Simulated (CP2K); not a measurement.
Runs of CP2K 2026.2 on Au. The structure is cubic, space group Fm-3m (No. 225). The conventional cell has a = 4.070 Å, b = 4.070 Å, c = 4.070 Å, α = 90.00°, β = 90.00°, γ = 90.00°. Around Au (site symmetry m-3m) lie 12 Au at 2.88 Å. 

```csv
task,level,potentials or basis,smearing,EPS_DEFAULT,NGRIDS,potentials,points a segment of the path (NPOINTS),bands added on the path,gap on the mesh (eV),pressure (GPa)
band structure,PBE,POTENTIAL_UZH Au GTH-PBE-q11; TZVP-MOLOPT-PBE-GTH basis,fermi-dirac 0.01 eV,1.0E-10,4,Au GTH-PBE-q11 of POTENTIAL_UZH,8,4,none,16.3
band structure,PBE,POTENTIAL_UZH Au GTH-PBE-q11; TZVP-MOLOPT-PBE-GTH basis,fermi-dirac 0.1 eV,1.0E-9,4,Au GTH-PBE-q11 of POTENTIAL_UZH,6,2,none,16.2
band structure,LDA,GTH_POTENTIALS Au GTH-PADE-q11; TZVP-MOLOPT-PBE-GTH basis,fermi-dirac 0.1 eV,1.0E-9,4,Au GTH-PADE-q11 of GTH_POTENTIALS,8,2,none,(a)
single point,PBE,POTENTIAL_UZH Au GTH-PBE-q11; TZVP-MOLOPT-PBE-GTH basis,fermi-dirac 0.05 eV,1.0E-10,4,Au GTH-PBE-q11 of POTENTIAL_UZH,-,-,none,16.3
```

Alike in all rows: no spin polarisation; cell as given; k mesh 11 × 11 × 11.

Q: Fill in the values left out.

A: (a) 2.3.

Caveats: the basis of atomic orbitals isn't converged, which shifts pressures, moduli and gaps; so large a pressure means that the cell lies far from this level's equilibrium, or that cutoff or potentials fall short (some runs).

A k mesh can miss the band edges, and the runs leave out spin-orbit coupling on Au.

A gap of «none» marks a metal or a gap under the smearing width.

Not every run made on this cell is shown here.
